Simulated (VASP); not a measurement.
# GaN (F-43m) in VASP: Born charges and dielectric tensor with RPBE

Aim: the Born charges and dielectric tensor of GaN with RPBE.

Everything below comes from runs of VASP 6.6.1. Logs are shortened: lines on timing, memory, paths and dates and some standing lists are left out, and cuts for length are marked.

**What was measured.**

A printed reference work, textbook reports, for a bulk crystal of GaN at 0 K: band gap 3.299 eV (direct).

The runs below are set against these values where they give the same quantity.

## 1. The crystal as given

It takes space group F-43m (No. 216, cubic). The conventional cell has a = 4.583 Å, b = 4.583 Å, c = 4.583 Å, α = 90.00°, β = 90.00°, γ = 90.00°. Ga (site symmetry -43m) is surrounded by 4 N at 1.98 Å. Around N (site symmetry -43m) lie 4 Ga at 1.98 Å.

The cell is a database's computed one.

## 2. Born charges and dielectric tensor, RPBE

INCAR reads:

```
SYSTEM = GaN
PREC     = Accurate       ! precision mode
ENCUT    = 600            ! plane-wave cutoff, eV
EDIFF    = 1E-8           ! SCF threshold, eV
ISMEAR   = 0              ! smearing method
SIGMA    = 0.02           ! smearing width, eV
LREAL    = .FALSE.        ! projectors in reciprocal space
LASPH    = .TRUE.         ! aspherical terms in the spheres
NELM     = 100            ! most SCF steps
ALGO     = Normal         ! electronic algorithm
ISIF     = 2              ! what is computed and relaxed
LWAVE    = .FALSE.        ! write WAVECAR
LCHARG   = .FALSE.        ! write CHGCAR
GGA      = RP             ! functional
LEPSILON = .TRUE.         ! dielectric tensor by DFPT
IBRION   = 8              ! ionic algorithm
NSW      = 1              ! ionic steps
```

KPOINTS reads:

```
Automatic mesh
0
G
  10 10 10
  0 0 0
```

POSCAR reads:

```
GaN
1.0
    0.0000000000      2.2914200000      2.2914200000
    2.2914200000      0.0000000000      2.2914200000
    2.2914200000      2.2914200000      0.0000000000
Ga N
1 1
Direct
    0.0000000000      0.0000000000      0.0000000000
    0.2500000000      0.2500000000      0.2500000000
```

Potentials or basis: VASP PAW PBE potentials, release 64 (Ga_d, N).

Run with:

```sh
> cat potpaw_PBE.64/Ga_d/POTCAR potpaw_PBE.64/N/POTCAR > POTCAR
> mpirun -np 1 vasp_std > vasp.out
```

OUTCAR:

```text
SYSTEM = GaN
   PREC = Accurate
   ENCUT = 600
   EDIFF = 1E-8
   ISMEAR = 0
   LREAL = .FALSE.
   LASPH = .TRUE.
   NELM = 100
   ISIF = 2
   GGA = RP
   LEPSILON = .TRUE.
   IBRION = 8
   NSW = 1

 ion  position               nearest neighbor table
   1  0.000  0.000  0.000-   2 1.98   2 1.98   2 1.98   2 1.98
   2  0.250  0.250  0.250-   1 1.98   1 1.98   1 1.98   1 1.98

  LATTYP: Found a face centered cubic cell.
 ALAT       =     4.5828400000

  Lattice vectors:

 A1 = (   0.0000000000,   2.2914200000,   2.2914200000)
 A2 = (   2.2914200000,   0.0000000000,   2.2914200000)
 A3 = (   2.2914200000,   2.2914200000,   0.0000000000)

Analysis of symmetry for initial positions (statically):
=====================================================================
 Subroutine PRICEL returns:
 Original cell was already a primitive cell.

 Routine SETGRP: Setting up the symmetry group for a
 face centered cubic supercell.

 Subroutine GETGRP returns: Found 24 space group operations
 (whereof 24 operations were pure point group operations)
 out of a pool of 48 trial point group operations.

The static configuration has the point symmetry T_d .

Analysis of symmetry for dynamics (positions and initial velocities):
=====================================================================
 Subroutine PRICEL returns:
 Original cell was already a primitive cell.

 Routine SETGRP: Setting up the symmetry group for a
 face centered cubic supercell.

 Subroutine GETGRP returns: Found 24 space group operations
 (whereof 24 operations were pure point group operations)
 out of a pool of 48 trial point group operations.

The dynamic configuration has the point symmetry T_d .

 Subroutine INISYM returns: Found 24 space group operations
 (whereof 24 operations are pure point group operations),
 and found     1 'primitive' translations

----------------------------------------------------------------------------------------

                                     Primitive cell

  volume of cell :      24.0627

  direct lattice vectors                    reciprocal lattice vectors
     0.000000000  2.291420000  2.291420000    -0.218205305  0.218205305  0.218205305
     2.291420000  0.000000000  2.291420000     0.218205305 -0.218205305  0.218205305
     2.291420000  2.291420000  0.000000000     0.218205305  0.218205305 -0.218205305

  length of vectors
     3.240557241  3.240557241  3.240557241     0.377942675  0.377942675  0.377942675

  position of ions in fractional coordinates (direct lattice)
     0.000000000  0.000000000  0.000000000
     0.250000000  0.250000000  0.250000000

  ion indices of the primitive-cell ions
   primitive index   ion index
                 1           1
                 2           2

----------------------------------------------------------------------------------------

 KPOINTS: Automatic mesh

Automatic generation of k-mesh.
 Grid dimensions read from file:
 generate k-points for:   10   10   10

 Generating k-lattice:

  Cartesian coordinates                     Fractional coordinates (reciprocal lattice)
    -0.021820531  0.021820531  0.021820531     0.100000000  0.000000000  0.000000000
     0.021820531 -0.021820531  0.021820531     0.000000000  0.100000000  0.000000000
     0.021820531  0.021820531 -0.021820531     0.000000000  0.000000000  0.100000000

  Length of vectors
     0.037794267  0.037794267  0.037794267

  Shift w.r.t. Gamma in fractional coordinates (k-lattice)
     0.000000000  0.000000000  0.000000000

 Subroutine IBZKPT returns following result:
 ===========================================
[... 502 lines left out ...]
 -----------------------------------------------------------------------------------
      0.00000      0.00000      0.00000         0.000000      0.000000      0.000000
      1.14571      1.14571      1.14571        -0.000000     -0.000000     -0.000000
 -----------------------------------------------------------------------------------
    total drift:                                0.000001      0.000001      0.000001

  FREE ENERGIE OF THE ION-ELECTRON SYSTEM (eV)
  ---------------------------------------------------
  free  energy   TOTEN  =       -11.3367373162 eV

  energy  without entropy=      -11.3367373162  energy(sigma->0) =      -11.33673732

 HEAD OF MICROSCOPIC STATIC DIELECTRIC TENSOR (INDEPENDENT PARTICLE, excluding Hartree and local field effects)
 ------------------------------------------------------
           6.473916    -0.000000     0.000000
           0.000000     6.473916     0.000000
           0.000000     0.000000     6.473916
 ------------------------------------------------------

 Free energy of the ion-electron system (eV)
  ---------------------------------------------------
  ---------------------------------------------------
  free energy    TOTEN  =        -0.39320557 eV

  energy without entropy =       -0.39320557

------------------------ aborting loop because EDIFF is reached ----------------------------------------

--------------------------------------- Ionic step        2  -------------------------------------------

------------------------ aborting loop because EDIFF is reached ----------------------------------------

--------------------------------------- Ionic step        3  -------------------------------------------

------------------------ aborting loop because EDIFF is reached ----------------------------------------

 PIEZOELECTRIC TENSOR FIELD DIRECTION 3  (e Angst)
 -----------------------------------------------------------------------------
    -0.00138 -1.57566  0.00000           ( -0.00000 -0.09898  0.00000)
    -1.57566 -0.00138  0.00000           ( -0.09898 -0.00000  0.00000)
     0.00000  0.00000  0.00173           (  0.00000  0.00000 -0.00000)

 PIEZOELECTRIC TENSOR FIELD DIRECTION 3  (C/m^2)
 -----------------------------------------------------------------------------
    -0.00092 -1.04913  0.00000
    -1.04913 -0.00092  0.00000
     0.00000  0.00000  0.00115

--------------------------------------- Ionic step        4  -------------------------------------------

------------------------ aborting loop because EDIFF is reached ----------------------------------------

[... ionic steps 5 to 6 ...]

--------------------------------------- Ionic step        7  -------------------------------------------

 Free energy of the ion-electron system (eV)
  ---------------------------------------------------
  ---------------------------------------------------
  free energy    TOTEN  =        -0.23159531 eV

  energy without entropy =       -0.23159531

------------------------ aborting loop because EDIFF is reached ----------------------------------------

 INTERNAL STRAIN TENSOR  FOR ION    2  DIRECTION 1   (eV/Angst):
 -----------------------------------------------------------------------------
    -0.00338  0.00000  0.00000
     0.00000 -0.00219 -6.20752
     0.00000 -6.20752 -0.00219

 MACROSCOPIC STATIC DIELECTRIC TENSOR (including local field effects in DFT)
 ------------------------------------------------------
           6.386990     0.000000     0.000000
          -0.000000     6.386990     0.000000
          -0.000000    -0.000000     6.386990
 ------------------------------------------------------

 PIEZOELECTRIC TENSOR (including local field effects)  for field in x, y, z        (e  Angst)
          XX          YY          ZZ          XY          YZ          ZX
  --------------------------------------------------------------------------------
  x    -0.00000    -0.00000    -0.00000     0.00000    -1.57602     0.00000
  y    -0.00000     0.00000     0.00000     0.00000     0.00000    -1.57602
  z     0.00000    -0.00000    -0.00000    -1.57602     0.00000     0.00000

 PIEZOELECTRIC TENSOR (including local field effects)  for field in x, y, z        (C/m^2)
          XX          YY          ZZ          XY          YZ          ZX
  --------------------------------------------------------------------------------
  x    -0.00000    -0.00000    -0.00000     0.00000    -1.04937     0.00000
  y    -0.00000     0.00000     0.00000     0.00000     0.00000    -1.04937
  z     0.00000    -0.00000    -0.00000    -1.04937     0.00000     0.00000

 BORN EFFECTIVE CHARGES (including local field effects) (in |e|, cummulative output)
 ---------------------------------------------------------------------------------
 ion    1
    1     2.70151     0.00000     0.00000
    2     0.00000     2.70151     0.00000
    3     0.00000     0.00000     2.70151
 ion    2
    1    -2.70151     0.00000     0.00000
    2     0.00000    -2.70151     0.00000
    3     0.00000     0.00000    -2.70151

 INTERNAL STRAIN TENSOR FOR ION    2 for displacements in x,y,z  (eV/Angst):
          X           Y           Z          XY          YZ          ZX
  --------------------------------------------------------------------------------
  x     0.00000    -0.00000    -0.00000     0.00000    -6.20752     0.00000
  y     0.00000     0.00000     0.00000     0.00000     0.00000    -6.20752
  z    -0.00000    -0.00000     0.00000    -6.20752     0.00000     0.00000

 SECOND DERIVATIVES (NOT SYMMETRIZED)
 ------------------------------------
               1X          1Y          1Z          2X          2Y          2Z
  1X   -10.589153    0.000000    0.000000   10.589153    0.000000    0.000000
  1Y     0.000000  -10.589153    0.000000    0.000000   10.589153    0.000000
  1Z     0.000000    0.000000  -10.589153    0.000000    0.000000   10.589153
  2X    10.615374    0.000000    0.000000  -10.615374    0.000000    0.000000
  2Y     0.000000   10.615374    0.000000    0.000000  -10.615374    0.000000
  2Z     0.000000    0.000000   10.615374    0.000000    0.000000  -10.615374

 Eigenvectors and eigenvalues of the dynamical matrix
 ----------------------------------------------------

   1 f  =   14.913725 THz    93.705699 2PiTHz  497.468327 cm-1    61.678184 meV
             X         Y         Z           dx          dy          dz
      0.000000  0.000000  0.000000    -0.408514    0.000000    0.000000
      1.145710  1.145710  1.145710     0.912752    0.000000    0.000000
[... 21 lines left out ...]
   6 f/i=    0.006876 THz     0.043206 2PiTHz    0.229374 cm-1     0.028439 meV
             X         Y         Z           dx          dy          dz
      0.000000  0.000000  0.000000     0.000000    0.000000    0.912752
      1.145710  1.145710  1.145710     0.000000    0.000000    0.408514

--------------------------------------------------------------------------------------------------------

 MACROSCOPIC STATIC DIELECTRIC TENSOR IONIC CONTRIBUTION
 ------------------------------------------------------
           5.176512     0.000000     0.000000
           0.000000     5.176512     0.000000
           0.000000     0.000000     5.176512
 ------------------------------------------------------

 ELASTIC MODULI CONTR FROM IONIC RELAXATION (kBar)
 Direction    XX          YY          ZZ          XY          YZ          ZX
 --------------------------------------------------------------------------------
 XX          -0.0000     -0.0000     -0.0000     -0.0000      0.0000     -0.0000
 YY          -0.0000     -0.0000     -0.0000     -0.0000     -0.0000      0.0000
 ZZ          -0.0000     -0.0000     -0.0000      0.0000     -0.0000     -0.0000
 XY          -0.0000     -0.0000      0.0000   -220.2045      0.0000      0.0000
 YZ           0.0000     -0.0000     -0.0000      0.0000   -220.2045      0.0000
 ZX          -0.0000      0.0000     -0.0000      0.0000      0.0000   -220.2045
 --------------------------------------------------------------------------------

 PIEZOELECTRIC TENSOR IONIC CONTR  for field in x, y, z        (C/m^2)
          XX          YY          ZZ          XY          YZ          ZX
  --------------------------------------------------------------------------------
  x     0.00000     0.00000     0.00000     0.00000     1.00463     0.00000
  y     0.00000     0.00000     0.00000     0.00000     0.00000     1.00463
  z     0.00000     0.00000     0.00000     1.00463     0.00000     0.00000
```

Wall time 7.5 min (1 thread of Intel Xeon Platinum 8488C (Sapphire Rapids), shared host); peak memory 0.3 GiB.

Results:

* Band gap on the k mesh: 1.46 eV, direct
* Electronic dielectric tensor (diagonal): 6.39
* Born charges (mean of the diagonal): Ga +2.70; N -2.70 e
* Highest phonon frequency at Γ, LO-TO splitting left out: 497 cm⁻¹

Phonon frequencies in cm⁻¹ (negative: imaginary):
```
              q point        frequencies
(0.000, 0.000, 0.000)  0 0 0 497 497 497
```

Electronic dielectric tensor:
```
6.39 0.00 0.00
0.00 6.39 0.00
0.00 0.00 6.39
```

Born effective charge tensors (e):
atom 1, Ga
```
2.70 0.00 0.00
0.00 2.70 0.00
0.00 0.00 2.70
```
atom 2, N
```
-2.70  0.00  0.00
 0.00 -2.70  0.00
 0.00  0.00 -2.70
```

## 3. Comparison with measurements

Step 2. A measured gap of GaN is 3.299 eV (direct; 0 K; a printed reference work, textbook); the calculated 1.46 eV misses it by -1.84 eV. So large a miss can be the level of theory's own, or it may mean another phase, state or a wrong row. Spin-orbit coupling on Ga is left out. The value is that of RPBE, without temperature or zero-point motion. Semilocal functionals fall short of measured gaps as a rule. The cell is a database's relaxed one, not the measured one, which moves gaps too.
